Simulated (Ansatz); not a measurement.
# MoSe2: the cost of one run

Program: Ansatz 0.2.0. Level of theory: DFT r²SCAN, frozen-core PAW and all-electron LAPW, scalar-relativistic unless said. These are calculated values, not measurements.

The COD entry's cell or inner coordinates are ideal or old and differ from later refinements, so a difference from it is no clean test against experiment.

### Step 1. The starting structure

The structure is hexagonal, space group P6_3/mmc (No. 194). The conventional cell has a = 3.288 Å, b = 3.288 Å, c = 12.900 Å, α = 90.00°, β = 90.00°, γ = 120.00°. Mo (site symmetry -6m2) is surrounded by 6 Se at 2.49 Å. Around Se (site symmetry 3m) lie 3 Mo at 2.49 Å.

Coordinates:

```
Mo Se
1.0
     3.28800    0.00000    0.00000
    -1.64400    2.84749    0.00000
     0.00000    0.00000   12.90000
Mo Se
2 4
Cartesian
  0.0000 1.8983 3.2250
  1.6440 0.9492 9.6750
  0.0000 1.8983 8.0625
  1.6440 0.9492 1.6125
  0.0000 1.8983 11.2875
  1.6440 0.9492 4.8375
```

Cartesian axes are those of the input's lattice vectors. The structure goes back to a database entry.

### Step 2. Cell and atoms relaxed, PAW

input.yaml reads:

```yaml
crystal:
  lattice:
    - [3.28799999998, 0.0, 0.0]
    - [-1.64399999999, 2.84749152763, 0.0]
    - [0.0, 0.0, 12.9]
  atoms:
    - { symbol: Mo, position: [0.333333333333, 0.666666666667, 0.25] }
    - { symbol: Mo, position: [0.666666666667, 0.333333333333, 0.75] }
    - { symbol: Se, position: [0.333333333333, 0.666666666667, 0.625] }
    - { symbol: Se, position: [0.666666666667, 0.333333333333, 0.125] }
    - { symbol: Se, position: [0.333333333333, 0.666666666667, 0.875] }
    - { symbol: Se, position: [0.666666666667, 0.333333333333, 0.375] }
kpoints:
  mp_grid: { grid: [12, 12, 4] }
scf:
  occupations: { method: fermi_dirac, width: 0.1 }
hamiltonian:
  xc: r2scan
  pseudopotentials: { kind: paw }
relax:
  f_tol: 0.002
  max_steps: 80
  cell: {}
output:
  forces: true
  stress: true
  write_density: true
  write_potential: true
  elf: true
  volumetric_format: npy
```

Command:

```sh
ansatz run input.yaml --threads 2 --pin off --max-ram 6144MiB --backend cpu --events-out ev --progress --plain --runs-dir out
```

Q: Estimate wall time and peak memory on 2 threads of Arm Neoverse V1, shared host.

About 2.8 min, with a peak of 0.91 GiB.
